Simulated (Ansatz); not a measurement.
The system is TiO2.

```xyz
9
Lattice="2.9683 0.0000 0.0000 0.0002 4.7076 0.0000 1.4836 0.2424 7.0835" Properties=species:S:1:pos:R:3 pbc="T T T"
Ti    0.0111    0.0020    0.0050
Ti    1.4933    2.3377    2.2452
Ti    2.9797    2.6161    4.8486
O     1.4969    0.9041    0.9105
O     2.9795    1.5111    3.2009
O     1.4967    1.6498    5.7110
O     2.9804    3.3042    1.3825
O     1.4963    3.4427    3.8925
O     2.9811    4.0496    6.1826
```

The cell comes from a database or a generator and needn't be the stable form of this composition.

| Quantity | Value |
| --- | --- |
| Program | Ansatz 0.2.0 |
| Task | single point |
| Functional | PBE |
| Potentials or basis | all-electron LAPW, scalar-relativistic |
| Cutoff | 410 eV (chosen from the basis error) |
| Basis error allowed | 0.001 eV/atom |
| k mesh | 9 × 6 × 4 |
| Occupations | fermi-dirac, width 0.05 eV |
| Spin | no spin polarisation |

On this cell: pressure 3.7 GPa; largest force 0.122 eV/Å; band gap on the k mesh 2.26 eV, indirect (least direct gap 2.32 eV).

The same run follows on a disturbed copy (atoms moved at random, drawn with an rms of 0.05 Å):

```
Ti O
1.0
     2.96826    0.00000    0.00000
     0.00021    4.70761    0.00000
     1.48357    0.24235    7.08346
Ti O
3 6
Cartesian
  0.0386 -0.0030 0.0602
  1.4522 2.3173 2.2838
  3.0009 2.5769 4.8552
  1.5074 0.8817 0.8932
  3.0056 1.5223 3.2140
  1.4928 1.5981 5.7358
  3.0293 3.3292 1.4526
  1.4451 3.4198 3.8749
  2.9550 4.0397 6.1841
```

What changes?

The energy moves by +13.7 meV/atom; pressure 5.2 GPa; largest force 1.122 eV/Å; band gap on the k mesh 2.28 eV, indirect (least direct gap 2.29 eV).

Forces on the atoms (eV/Å):
```
Ti   0.006 -0.565 -0.703
Ti   0.179  0.483 -0.529
Ti  -0.006  0.375  0.890
O   -0.037  0.540  0.685
O   -0.477 -1.014  0.056
O   -0.152  0.630 -0.602
O   -0.285 -0.197 -0.206
O    0.600  0.177  0.484
O    0.172 -0.428 -0.075
```

Stress tensor (GPa, compression positive):
```
 4.94  1.57 -0.53
 1.57  5.10 -0.19
-0.53 -0.19  5.52
```

Caveats: an odd mesh through Γ misses points on the zone boundary, where band edges often lie.
